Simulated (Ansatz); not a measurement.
Input and command of a calculation in Ansatz (plane waves; scalar-relativistic PAW potentials unless the input names others):

```yaml
crystal:
  lattice:
    - [3.5270655989, 0.0, 0.0]
    - [-1.7635327995, 3.0545284095, 0.0]
    - [0.0, 0.0, 5.347086437]
  atoms:
    - { symbol: Zr, position: [0.0, 0.0, 0.0] }
    - { symbol: S, position: [0.6666666667, 0.3333333333, 0.7229902136] }
    - { symbol: S, position: [0.3333333333, 0.6666666667, 0.2770097864] }
basis:
  ecutwfc: 420
kpoints:
  mp_grid: { grid: [9, 9, 6] }
hamiltonian:
  xc: pbe
  dispersion: d3bj
scf:
  occupations: { method: methfessel_paxton, width: 0.01 }
  lower_state_search: light
output:
  forces: true
  eigenvalues: true
  stress: true
```

```bash
ansatz run input.yaml --threads 1 --pin off --max-ram 2560MiB --backend cpu --events-out ev --progress --plain --runs-dir out
```

Abridged log:
```
Basis set: ecut = 420 eV, 1103 PW (Γ), exchange–correlation on 48×48×72 points (8 copies of the dense FFT grid, shifted against one another)
Bands: 16, of which v1, the nominal top of the filled ones, is band 12 counted from 1 (11 counted from 0)
Symmetry: 12 space group operations
k-points: 62 of 486
SCF iter   1: F=—  HF=-5993.521466 eV  |F-HF|=—  |Δ(HF+E_count)|=         —  Δρ=1.95e-3  dr2=2.44e-3  ethr=1.77e-3  ⟨swp⟩=6.1  Hψ=5639  notcnv=0
SCF iter   2: F=—  HF=-5993.519780 eV  |F-HF|=—  |Δ(HF+E_count)|=   1.69e-3  S|Δr|=    0.00e0  Δρ=7.20e-4  dr2=3.60e-4  ethr=1.02e-5  ⟨swp⟩=2.1  Hψ=2319  notcnv=0
SCF iter   3: F=—  HF=-5993.519927 eV  |F-HF|=—  |Δ(HF+E_count)|=   1.47e-4  S|Δr|=    0.00e0  Δρ=3.16e-4  dr2=4.44e-5  ethr=1.50e-6  ⟨swp⟩=2.0  Hψ=1576  notcnv=0
SCF iter   4: F=—  HF=-5993.520005 eV  |F-HF|=—  |Δ(HF+E_count)|=   7.76e-5  S|Δr|=    0.00e0  Δρ=1.05e-4  dr2=2.50e-6  ethr=1.85e-7  ⟨swp⟩=2.0  Hψ=1391  notcnv=0
SCF iter   5: F=-5993.520013 eV  HF=-5993.520013 eV  |F-HF|=2.24e-8  |Δ(HF+E_count)|=   8.17e-6  S|Δr|=    0.00e0  Δρ=1.06e-5  dr2=9.19e-8  ethr=4.17e-10  ⟨swp⟩=3.0  Hψ=4305  notcnv=0
SCF 1 converged in 5 iterations: F = -5993.520013 eV  dr2 = 9.19e-8
SCF converged after 5 iterations
Stability not checked: this state was not tested for a lower state beside it, because cold or Methfessel-Paxton smearing, or corrected tetrahedra, fill the levels in a way that the test cannot read (fill_not_monotonic; see scf.lower_state_search)
Free energy (F): -5993.520013 eV
Harris-Foulkes:  -5993.520013 eV  (|F-HF|=2.24e-8)
Internal energy: -5993.520014 eV  (E = F + TS)
E sigma→0 (E₀):  -5993.520013 eV
Entropy (-TS):   0.000001 eV (0.000 meV/atom)
Fermi energy:    10.132445 eV
Step filling:    the computed levels leave a gap of 0.0494 eV = 4.9 smearing widths at the electron count; against every level under it full and every level over it empty, smearing changes F+E_penalty+E_count by +5.30e-5 meV and its σ→0 estimate by -1.17e-4 meV
  E_disp       = -1.253800  (pairwise vdW)
--- Forces (eV/Å), atoms counted from 1 ---
  atom   1  Zr     0.00000000     0.00000000     0.00000000
  atom   2  S      0.00000000     0.00000000     0.00078257
  atom   3  S      0.00000000     0.00000000    -0.00078257
--- Stress (GPa, compression-positive) ---
        7.237000       0.000000       0.000000
        0.000000       7.237000       0.000000
        0.000000       0.000000       7.242734
  P = ⅓ Tr σ = 7.2389 GPa (72.389 kbar)
```

Apart from outputs, empty bands and the relaxation, which only the reference makes, the input differs from a reference run on usual settings in scf.lower_state_search: not typed → "light"; scf.occupations.method: "gaussian" → "methfessel_paxton"; scf.occupations.width: 0.02 → 0.01. The reference, at the same geometry, ended its own course with pressure 7.24 GPa, largest force 0.000 eV/Å, gap on the mesh 0.05 eV. This run converged in 5 SCF iterations with an energy at zero smearing within 0.01 meV/atom of the reference's, pressure 7.24 GPa, largest force 0.001 eV/Å, gap on the mesh 0.05 eV.

The run took 3.3 s on 1 thread of Arm Neoverse V1, on a shared host, peak memory 0.34 GiB.